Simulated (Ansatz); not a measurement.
The system is Tc.

```
Tc
1.0
     0.04787    1.96905    1.97138
     2.00713    0.03456    1.98470
     1.97312    1.94836    0.06856
Tc
1
Direct
  0.99325 0.99319 0.03631
```

The cell isn't the ideal one: cell strained at random at fixed volume.

A run of Ansatz 0.2.0 on this cell left the log below. Logs are shortened: lines on timing, memory, paths and dates and some standing lists are left out, and cuts for length are marked.

```text
Warning: RAYON_NUM_THREADS=1 ignored (pool sized by the plan → 1); use --threads N
Tc: projections on atomic orbitals take those of the free atom 1s2 2s2 2p6 3s2 3p6 3d10 4s2 4p6 4d5 5s2, of charge +0.00 (hamiltonian.pseudopotentials.projection_atoms)
LAPW: plane waves up to 8.284 Å⁻¹, error target 1.0e-3 eV per atom; small_component_spin mean_spin; Tc in spheres of 1.353 Å, 31 of its electrons in bands, Dirac shells [] (how accurate: hamiltonian.pseudopotentials.lapw.basis_error, Limitations)
Engine: ansatz 0.2.0, x86_64-unknown-linux-gnu
Pseudopotentials: kind: all_electron
Pseudopotential: Tc, LAPW, valence charge 31, lapw/all_electron/scalar/gaussian/Tc, Koelling and Harmon's equation, gaussian nucleus
Functional definition: PBE
  parameter kappa = 0.804
  parameter beta = 0.06672455060314922
  exchange = pbe_x(kappa = kappa, mu = beta*pi^2/3)
  correlation = pbe_c(beta = beta)
Crystal: 1 atoms, lattice volume = 14.830 Å³
Basis set: ecut = 261.46334351880455 eV, 143 PW (Γ), exchange–correlation at level 2
Bands: 20, of which v1, the nominal top of the filled ones, is band 16 counted from 1 (15 counted from 0)
Symmetry: 2 space group operations
Space group: P-1 (ITA 2), of the structure as read, at distance tolerance 2.5e-5 Å
k-points: 868 of 1728
Non-local potential: Tc, projectors of the file, none
Initial density: superposition of atomic densities (chi_scale 0.1, normalization cell)
Initial wavefunctions: plane waves of lowest kinetic energy (no species holds an atomic orbital)
Functional: x = pbe(κ = 0.804, μ = 0.2195149727645171), c = pbe(β = 0.06672455060314922)
iter 1 solved again at ethr=1.54e-4 eV; its pass at ethr=1.00e-1 eV (dr2=4.76e-2 eV) is discarded
SCF iter   1: F=—  HF=-116626.418410 eV  |F-HF|=—  |Δ(HF+E_count)|=         —  Δρ=2.54e-2  dr2=4.80e-2  ethr=1.54e-4  ⟨swp⟩=3.0  Hψ=110667  notcnv=0
preconditioner: auto → none  [metal: Δε(μ)=0.002 eV  Ē_g=10.539 eV  σ=0.050 eV  W_gap=0.01  n_scr=8 (ndim 8)  ℏωp=25.5 eV  f_vac=0.000  D(μ)=1.06/eV (n_scr^D=14)  sad-step TF]
SCF iter   2: F=—  HF=-116626.268557 eV  |F-HF|=—  |Δ(HF+E_count)|=   1.50e-1  Δρ=1.01e-2  dr2=1.08e-2  ethr=1.54e-4  ⟨swp⟩=2.1  Hψ=53010  notcnv=0
SCF iter   3: F=—  HF=-116626.265068 eV  |F-HF|=—  |Δ(HF+E_count)|=         —  Δρ=5.11e-3  dr2=2.50e-3  ethr=3.49e-5  ⟨swp⟩=2.0  Hψ=49382  notcnv=0
the basis was enlarged: its passes take 50.2 KiB over the memory plan, 1 of 1 planned eigensolver slots
SCF iter   4: F=—  HF=-116626.264944 eV  |F-HF|=—  |Δ(HF+E_count)|=   1.24e-4  Δρ=1.77e-3  dr2=3.22e-4  ethr=8.07e-6  ⟨swp⟩=2.0  Hψ=49355  notcnv=0
iter 5 solved again at ethr=2.80e-8 eV; its pass at ethr=1.04e-6 eV (dr2=8.67e-6 eV) is discarded
SCF iter   5: F=—  HF=-116626.264867 eV  |F-HF|=—  |Δ(HF+E_count)|=   7.69e-5  Δρ=2.98e-4  dr2=8.63e-6  ethr=2.80e-8  ⟨swp⟩=2.0  Hψ=83960  notcnv=0
SCF iter   6: F=-116626.264867 eV  HF=-116626.264867 eV  |F-HF|=1.35e-8  |Δ(HF+E_count)|=   8.26e-7  Δρ=3.03e-5  dr2=8.81e-8  ethr=2.78e-8  ⟨swp⟩=2.0  Hψ=49356  notcnv=0
SCF 1 converged in 6 iterations: F = -116626.264867 eV  dr2 = 8.81e-8
SCF converged after 6 iterations
Free energy (F): -116626.264867 eV
Harris-Foulkes:  -116626.264867 eV  (|F-HF|=1.35e-8)
Internal energy: -116626.255096 eV  (E = F + TS)
E sigma→0 (E₀):  -116626.259981 eV
Entropy (-TS):   -0.009770 eV (-9.770 meV/atom)
Fermi energy:    23.890516 eV
--- Per-component energies (eV) ---
  E_band       = -4532.327677
  E_kinetic    = 121064.636065
  E_xc         = -3504.486599
  E_electrostatic = -234186.404562  (all electrons and nuclei)
  E_smearing   = -0.009770  (= −TS)
  E_closure    = 0.000000  (closes the sum)
  E_atoms      = -116615.071394  (free atoms, spherical and without spin; not in F)
  Σ components = -116626.264867   (vs F -116626.264867, Δ=0.00e0)
  Basis errors (estimates in eV, not in F): energy 2.2e-4 per atom: plane waves 1.9e-4 (1.0e-4 summed), levels above the bands 3.4e-120, relativity 6.0e-8, radial functions 3.0e-5, core shells 7.0e-8; eigenvalues (radial functions only) 3.8e-6; not estimated: angular momenta, meshes, grids; target (lapw.basis_error) 1.0e-3; muffin-tin radii Tc 1.353 Å
--- Forces (eV/Å), atoms counted from 1 ---
  atom   1  Tc     0.00000000     0.00000000     0.00000000
  max |Σ_I F_I| component: 0.00e0 eV/Å
--- Stress (GPa, compression-positive) ---
       -7.381242      -0.685920      -6.756349
       -0.685920      -4.989205      -4.921785
       -6.756349      -4.921785      -4.628481
  P = ⅓ Tr σ = -5.6663 GPa (-56.663 kbar)
--- Band table (eV; the first three rows and the last of 868) ---
  k-point 0: bands = ["-385.2576", "-385.2562", "-385.2544", "-219.3076", "-219.3055", "-219.2936", "-219.2931", "-219.2928", "-43.1040", "-14.5566", "-14.4782", "-14.4266", "16.5322", "21.7377", "22.1588", "22.5202", "24.5971", "24.7848", "37.7412", "42.3317"]
  k-point 1: bands = ["-385.2576", "-385.2562", "-385.2544", "-219.3076", "-219.3055", "-219.2936", "-219.2931", "-219.2928", "-43.0895", "-14.5715", "-14.5121", "-14.4888", "16.8290", "21.8654", "22.3050", "22.3543", "24.4836", "24.6577", "38.2821", "42.2829"]
  k-point 2: bands = ["-385.2576", "-385.2562", "-385.2544", "-219.3076", "-219.3055", "-219.2936", "-219.2931", "-219.2928", "-43.0497", "-14.7548", "-14.5890", "-14.5281", "17.6140", "21.8779", "22.2300", "22.6984", "24.3247", "24.4526", "39.3220", "40.6306"]
  k-point 867: bands = ["-385.2576", "-385.2562", "-385.2544", "-219.3076", "-219.3055", "-219.2936", "-219.2931", "-219.2928", "-42.9382", "-15.5975", "-14.5946", "-14.5563", "18.5184", "21.8892", "22.3178", "24.6673", "26.3652", "26.6161", "33.7014", "37.6873"]
--- Löwdin populations: 1 site ---
  site symbol       q [e]
     0     Tc     42.8739
  spilling = 0.002932 (of n_electrons = 43.000000)
```

Write the input and the command behind it.

Single point with PBE, no spin polarisation. The files as run (others can give the same):

input.yaml
```yaml
crystal:
  lattice:
    - [0.047874, 1.969046, 1.971378]
    - [2.007126, 0.034556, 1.984696]
    - [1.97312, 1.948358, 0.068562]
  atoms:
    - { symbol: Tc, position: [-0.006749, -0.006814, 0.036311] }
kpoints:
  mp_grid: { grid: [12, 12, 12] }
scf:
  occupations: { method: fermi_dirac, width: 0.05 }
hamiltonian:
  xc: pbe
  pseudopotentials: { kind: all_electron, lapw: { basis_error: 0.001 } }
output:
  forces: true
  stress: true
  eigenvalues: true
  populations: true
```

Potentials or basis: all-electron LAPW, scalar-relativistic.
Launch:
```console
$ ansatz run input.yaml --threads 1 --pin off --max-ram 2560MiB --backend cpu --events-out ev --progress --plain --runs-dir out
```
